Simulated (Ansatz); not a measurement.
## Cr2O3: pressure against volume

Cr2O3, R-3c, a = 5.030 Å, c = 13.605 Å. Ansatz: PBE, PAW, 420 eV, Γ-centred 6×6×6 mesh on 10 atoms, Gaussian smearing 0.02 eV; collinear spin, largest moment 2.4 μB. Shape and atoms are relaxed at each volume; pressure is positive in compression.

```tsv
V (Å³/atom)	P (GPa)
8.744	36.65
9.042	25.16
9.340	15.37
9.638	7.05
9.936	0.00
10.235	-5.97
10.533	-11.01
10.930	?
```

Task: Take V0 = 9.936 Å³/atom, fit the third-order Birch–Murnaghan form to the other rows, and predict the missing pressure.

Result: With the Eulerian strain f = ½[(V0/V)^(2/3) − 1] and y = P/[3f(1 + 2f)^(5/2)], the form is the line y = B0 + 1.5 B0 (B0′ − 4) f. Rows (f, y): 0.04447, 222.0; 0.03244, 220.9; 0.02105, 219.5; 0.01025, 217.9; -0.00979, 213.6; -0.01908, 212.0. Means f = 0.01322, y = 217.65; Σ(Δf)² = 0.002989, ΣΔfΔy = 0.4878; the slope is their ratio. y = 215.5 + 163.2 f GPa, so B0 = 215.5 GPa and B0′ = 4 + 2 × (163.2)/(3 × 215.5) = 4.50. At V = 10.930, f = -0.03079, y = 210.48 and P = -16.59 GPa. The run gave -16.46 GPa, so the fit is 0.13 GPa too low, a small miss on the scale of the series. The form still works here, 22 % of the fitted range beyond its end.

The state reached may not be the lowest one. The program reads another magnetic order as possibly lower. Moments started parallel, and an antiferromagnetic order may lie lower.

Cost: 8 runs of about 20 core-minutes in all, on Arm Neoverse V1 (shared hosts).